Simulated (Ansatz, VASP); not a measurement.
# TiC: VASP beside Ansatz

The input INCAR:

```
ALGO = Normal
EDIFF = 1E-6
ENCUT = 520
GGA = PS
ISIF = 2
ISMEAR = 0
LASPH = True
LCHARG = False
LREAL = False
LWAVE = False
NBANDS = 15
NELM = 60
PREC = Accurate
SIGMA = 0.15
```

Contents of KPOINTS:

```
k-points
0
Gamma
  18 18 18
```

Contents of POSCAR:

```
TiC
1.0
    0.0000000000      2.1640000000      2.3804000000
    2.1640000000      0.0000000000      2.3804000000
    2.1640000000      2.1640000000      0.0000000000
Ti C
1 1
Direct
    0.0000000000      0.0000000000      0.0000000000
    0.5000000000      0.5000000000      0.5000000000
```

Input for Ansatz:

```yaml
crystal:
  lattice:
    - [0.0, 2.164, 2.3804]
    - [2.164, 0.0, 2.3804]
    - [2.164, 2.164, 0.0]
  atoms:
    - { symbol: Ti, position: [0.0, 0.0, 0.0] }
    - { symbol: C, position: [0.5, 0.5, 0.5] }
basis:
  ecutwfc: 420
kpoints:
  mp_grid: { grid: [18, 18, 18] }
hamiltonian:
  xc: pbesol
scf:
  occupations: { method: gaussian, width: 0.15 }
output:
  forces: true
  stress: true
  eigenvalues: true
```

Change from the starting cell: strain +0.1000 x Voigt [0, 0, 1, 0, 0, 0], atoms carried along.

Alike in both runs: task single point; functional PBEsol; k mesh 18 × 18 × 18; occupations gaussian, width 0.15 eV; no spin polarisation.

|  | VASP | Ansatz |
| --- | --- | --- |
| version | VASP 6.6.1 | Ansatz 0.2.0 |
| potentials or method | VASP PAW PBE potentials, release 64 (Ti_sv, C) | scalar-relativistic, plane waves, PAW |
| plane-wave cutoff (eV) | 520 | 420 |
| valence electrons in the cell | 16 | 16 |

VASP gave:

| Quantity | Value |
| --- | --- |
| gap on the k mesh at the Fermi level (eV) | none |
| pressure (GPa) | -21.6 |
| largest component of the traceless stress (GPa) | 12.76 |

Question: Which values does Ansatz return?

Answer: gap on the k mesh at the Fermi level (eV): none; pressure (GPa): -21.7; largest component of the traceless stress (GPa): 12.56.

A gap of «none» marks a metal or a gap that the smearing closes. The functional is the same, so the differences come from potentials, cutoffs and numerics.

Caveats: so large a pressure means that the cell lies far from this level's equilibrium, or that cutoff or potentials fall short (VASP); the potentials were made for another functional, which shifts forces and pressure (VASP).
